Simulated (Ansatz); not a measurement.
Ansatz input

```yaml
crystal:
  lattice:
    - [-1.62307103, 1.6496244421, 2.5081429479]
    - [1.6496244421, -1.62307103, 2.5081429479]
    - [1.5461322602, 1.5461322602, -2.4906946822]
  atoms:
    - { symbol: In, position: [0.0, 0.0, 0.0] }
hamiltonian:
  xc: lda
  pseudopotentials:
    kind: paw
    azcp:
      In: "pseudopotentials/In.paw.azcp"
basis:
  ecutwfc: 420
  fft_grid_basis: typed
kpoints:
  mp_grid: { grid: [19, 19, 23], shift: [0, 0, 0] }
magnetization:
  spin_polarized: false
scf:
  occupations: { method: fermi_dirac, width: 0.1 }
output:
  stress: true
```

and its output:

```
Warning: the record states the generating functional pbe (its physics header spells it `PBE`), which answers neither for hamiltonian.xc's functional nor for the lda family's — results may be inconsistent (PPs are generated against a specific XC)
Engine: ansatz 0.2.0, x86_64-unknown-linux-gnu
Pseudopotentials: kind: paw
Pseudopotential: In, paw, valence charge 13, recommended cutoff 420 eV (normal) 
Functional definition: SPW92
  exchange = slater_x
  correlation = pw_c
Crystal: 1 atoms, lattice volume = 25.599 Å³
Basis set: ecut = 420 eV, 517 PW (Γ)
Bands: 11, of which v1, the nominal top of the filled ones, is band 7 counted from 1 (6 counted from 0)
Symmetry: 4 space group operations
Space group: C2/m (ITA 12), of the structure as read, at distance tolerance 2.9e-5 Å
k-points: 2190 of 8303
Non-local potential: In, projectors of the file, l = 0: 2, l = 1: 2, l = 2: 2, l = 3: 2
PAW form: soft (Blöchl's): semilocal exchange-correlation on the pseudo side does not see the compensation charge
PAW frozen core: In, regenerated for the run's functional, and the local potential with it (the file was generated under x = pbe(κ = 0.804, μ = 0.2195149727645171), c = pbe(β = 0.06672455060314922))
PAW one-centre angular grid: In, 590 points (default); XC on 64 Gauss nodes
Initial density: superposition of atomic densities (neutral atoms: chi_scale 0, normalization atom), corrected by the library's trained network
Initial wavefunctions: pseudopotential atomic-orbital guess
Functional: x = slater, c = lda
SCF iter   1: F=—  HF=-5457.167459 eV  |F-HF|=—  |Δ(HF+E_count)|=         —  Δρ=7.32e-3  dr2=7.74e-3  ethr=1.77e-3  ⟨swp⟩=5.0  Hψ=141996  notcnv=0
SCF iter   2: F=—  HF=-5457.163942 eV  |F-HF|=—  |Δ(HF+E_count)|=   3.52e-3  Δρ=3.08e-3  dr2=1.33e-3  ethr=5.95e-5  ⟨swp⟩=2.0  Hψ=51895  notcnv=0
SCF iter   3: F=—  HF=-5457.163469 eV  |F-HF|=—  |Δ(HF+E_count)|=   4.73e-4  Δρ=2.56e-4  dr2=1.04e-5  ethr=1.03e-5  ⟨swp⟩=2.0  Hψ=34650  notcnv=0  defer=2
SCF iter   4: F=—  HF=-5457.163468 eV  |F-HF|=—  |Δ(HF+E_count)|=   7.13e-7  Δρ=1.35e-4  dr2=3.47e-6  ethr=8.01e-8  ⟨swp⟩=2.0  Hψ=37989  notcnv=0  defer=2
SCF iter   5: F=—  HF=-5457.163466 eV  |F-HF|=—  |Δ(HF+E_count)|=   1.67e-6  Δρ=2.54e-5  dr2=1.33e-7  ethr=2.67e-8  ⟨swp⟩=2.4  Hψ=38314  notcnv=0  defer=2
SCF iter   6: F=-5457.163466 eV  HF=-5457.163466 eV  |F-HF|=4.52e-10  |Δ(HF+E_count)|=   7.07e-8  Δρ=1.32e-6  dr2=4.18e-10  ethr=7.69e-10  ⟨swp⟩=4.0  Hψ=71283  notcnv=0
SCF 1 converged in 6 iterations: F = -5457.163466 eV  dr2 = 4.18e-10
SCF converged after 6 iterations
Free energy (F): -5457.163466 eV
Harris-Foulkes:  -5457.163466 eV  (|F-HF|=4.52e-10)
Internal energy: -5457.149071 eV  (E = F + TS)
E sigma→0 (E₀):  -5457.156269 eV
Entropy (-TS):   -0.014395 eV (-14.395 meV/atom)
Fermi energy:    10.172562 eV
--- Per-component energies (eV) ---
  E_band       = -23.648212
  E_kinetic    = 242.298212
  E_local      = -1065.400373  (includes V_loc(G=0)·N_el)
  E_nonlocal   = 369.177532
  E_hartree    = 415.553814
  E_xc         = -214.256137
  E_vxc        = -101.835015  (∫ρ·V_xc dr)
  E_paw        = -4012.704269  (= ΣΔE_a)
  E_vpaw       = -298.997035  (= ΣTr[D̂ρ^β])
  E_aug_tail   = 0.000025  (compensation charges beyond the density's cutoff)
  E_ewald      = -1192.102412
  E_core_change = 0.284536  (= ΣΔE_core)
  E_smearing   = -0.014395  (= −TS)
  E_closure    = -0.000000  (closes the sum)
  Σ components = -5457.163466   (vs F -5457.163466, Δ=0.00e0)
--- Stress (GPa, compression-positive) ---
       -1.662078       0.210347      -0.044062
        0.210347      -1.662078      -0.044062
       -0.044062      -0.044062      -1.846704
  P = ⅓ Tr σ = -1.7236 GPa (-17.236 kbar)
```
